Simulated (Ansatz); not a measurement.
## Profile along the Sb–Al line in AlSb (zinc blende)

AlSb (zinc blende)

```cif
data_AlSb
_chemical_formula_sum 'Sb1 Al1'
_space_group_name_H-M_alt 'P 1'
_space_group_IT_number 1
_cell_length_a 4.36801
_cell_length_b 4.36801
_cell_length_c 4.36801
_cell_angle_alpha 60.000
_cell_angle_beta 60.000
_cell_angle_gamma 60.000
loop_
_space_group_symop_operation_xyz
  'x, y, z'
loop_
_atom_site_label
_atom_site_type_symbol
_atom_site_fract_x
_atom_site_fract_y
_atom_site_fract_z
_atom_site_occupancy
Sb1 Sb 0.25000 0.25000 0.25000 1
Al1 Al 0.00000 0.00000 0.00000 1
```

Fields along a shortest Sb–Al line of a {110} plane (2.67 Å), from Sb to Al, interpolated on the slice's grid (step about 0.3 Å). The numbers are results of r2SCAN (plane waves to 500 eV, PAW, scalar-relativistic; Ansatz, an electronic-structure program), not measurements. k mesh 13×13×13. Near the nuclei the fields are pseudised (PAW); where an atom keeps semicore shells as valence, they peak there. AlSb was relaxed with its symmetry unable to fall. Spin-orbit coupling is left out, though Sb is heavy.

```json
[
 {"distance from Sb (Å)": "0.00", "valence electron density (e/Å³)": "23.23", "electron localisation function": "x", "density of the highest valence band (e/Å³)": "0.000", "density of the lowest conduction band (e/Å³)": "0.000"},
 {"distance from Sb (Å)": "0.27", "valence electron density (e/Å³)": "15.20", "electron localisation function": "x", "density of the highest valence band (e/Å³)": "0.007", "density of the lowest conduction band (e/Å³)": "0.003"},
 {"distance from Sb (Å)": "0.53", "valence electron density (e/Å³)": "4.52", "electron localisation function": "0.08", "density of the highest valence band (e/Å³)": "0.005", "density of the lowest conduction band (e/Å³)": "0.022"},
 {"distance from Sb (Å)": "0.80", "valence electron density (e/Å³)": "1.14", "electron localisation function": "0.29", "density of the highest valence band (e/Å³)": "0.072", "density of the lowest conduction band (e/Å³)": "0.033"},
 {"distance from Sb (Å)": "1.07", "valence electron density (e/Å³)": "0.57", "electron localisation function": "0.56", "density of the highest valence band (e/Å³)": "0.117", "density of the lowest conduction band (e/Å³)": "0.022"},
 {"distance from Sb (Å)": "1.33", "valence electron density (e/Å³)": "0.41", "electron localisation function": "0.86", "density of the highest valence band (e/Å³)": "0.112", "density of the lowest conduction band (e/Å³)": "0.019"},
 {"distance from Sb (Å)": "1.60", "valence electron density (e/Å³)": "0.34", "electron localisation function": "0.92", "density of the highest valence band (e/Å³)": "0.095", "density of the lowest conduction band (e/Å³)": "0.034"},
 {"distance from Sb (Å)": "1.87", "valence electron density (e/Å³)": "0.26", "electron localisation function": "0.85", "density of the highest valence band (e/Å³)": "0.066", "density of the lowest conduction band (e/Å³)": "0.046"},
 {"distance from Sb (Å)": "2.14", "valence electron density (e/Å³)": "0.12", "electron localisation function": "0.16", "density of the highest valence band (e/Å³)": "0.019", "density of the lowest conduction band (e/Å³)": "0.034"},
 {"distance from Sb (Å)": "2.40", "valence electron density (e/Å³)": "0.06", "electron localisation function": "x", "density of the highest valence band (e/Å³)": "0.001", "density of the lowest conduction band (e/Å³)": "0.020"},
 {"distance from Sb (Å)": "2.67", "valence electron density (e/Å³)": "0.06", "electron localisation function": "x", "density of the highest valence band (e/Å³)": "0.001", "density of the lowest conduction band (e/Å³)": "0.018"}
]
```

x: too close to a nucleus for the ELF to mean much. Band densities are of whole bands, smooth part only.

Density on the Sb–Al line (2.67 Å) at its midpoint: 0.41 e/Å³. ELF at that point: 0.9. ELF maximum in the middle third of the Sb–Al line: 0.92, 1.7 Å from Sb.
